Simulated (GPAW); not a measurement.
Wanted: an ASE script for a GPAW 26.7.0 run.

| Item | Value |
| --- | --- |
| Task | band structure |
| Functional | PBEsol |
| Potentials or basis | PAW data sets generated in the run's folder for this functional |
| Cutoff | 600 eV |
| Basis | pw |
| k mesh | 10 × 10 × 10 |
| Occupations | fermi-dirac, width 0.05 eV |
| Spin | no spin polarisation |
| Maxiter | 150 |
| Band path | GXWKGLUWLK,UX |
| Band points | 100 |

Crystal: Sb.

```
Sb
1.0
     0.00000    2.37124    2.37124
     2.37124    0.00000    2.37124
     2.37124    2.37124    0.00000
Sb
1
Direct
  0.00000 0.00000 0.00000
```

This isn't the form of Sb at room conditions, which is rhombohedral.

One way to write it, as run:

run.py

```python
from ase import Atoms
from ase.dft.bandgap import bandgap
from ase.io import write
from ase.units import GPa
from gpaw import GPAW, PW, setup_paths

setup_paths.insert(0, '.')

atoms = Atoms(['Sb'],
              cell=[[0.0, 2.3712425216, 2.3712425216],
                    [2.3712425216, 0.0, 2.3712425216],
                    [2.3712425216, 2.3712425216, 0.0]],
              scaled_positions=[[0.0, 0.0, 0.0]],
              pbc=True)

calc = GPAW(mode=PW(600),
            xc='PBEsol',
            kpts={'size': (10, 10, 10), 'gamma': True},
            occupations={'name': 'fermi-dirac', 'width': 0.05},
            nbands=15,
            convergence={'density': 1e-05, 'energy': 1e-05},
            maxiter=150,
            txt='gpaw.txt')
atoms.calc = calc
energy = atoms.get_potential_energy()
forces = atoms.get_forces()
stress = atoms.get_stress()
calc.write('gs.gpw')
write('result.traj', atoms)
print(f'Energy: {energy:.6f} eV')
print('Forces (eV/A):')
print(forces.round(4))
print('Stress (GPa):', (stress / GPa).round(3))
print('Fermi level:', round(calc.get_fermi_level(), 4), 'eV')
print(f'Gap: {bandgap(calc)[0]:.4f} eV, direct: {bandgap(calc, direct=True)[0]:.4f} eV')

path = atoms.cell.bandpath('GXWKGLUWLK,UX', npoints=100, eps=1e-4)
bs_calc = calc.fixed_density(kpts=path, symmetry='off', nbands=24,
                             convergence={'bands': 'CBM+6.0', 'eigenstates': 1e-6}, txt='bands.txt')
bs = bs_calc.band_structure()
bs.write('bs.json')
print(f'Gap on the path: {bandgap(bs_calc)[0]:.4f} eV')
```

Potentials or basis: PAW data sets generated in the run's folder for this functional, pw.

Run with:

```console
$ gpaw-setup -f PBEsol Sb
$ OMP_NUM_THREADS=1 python run.py
```

Results of the run:

```yaml
Pressure: -1.5 GPa
Band_gap_along_the_path: none (metal or under the smearing width)
```

Caveat: spin-orbit coupling is left out, which moves the levels of the heavy elements.

Run time: 21 s on 1 thread of Arm Neoverse V2 (shared host), peak memory 0.2 GiB.
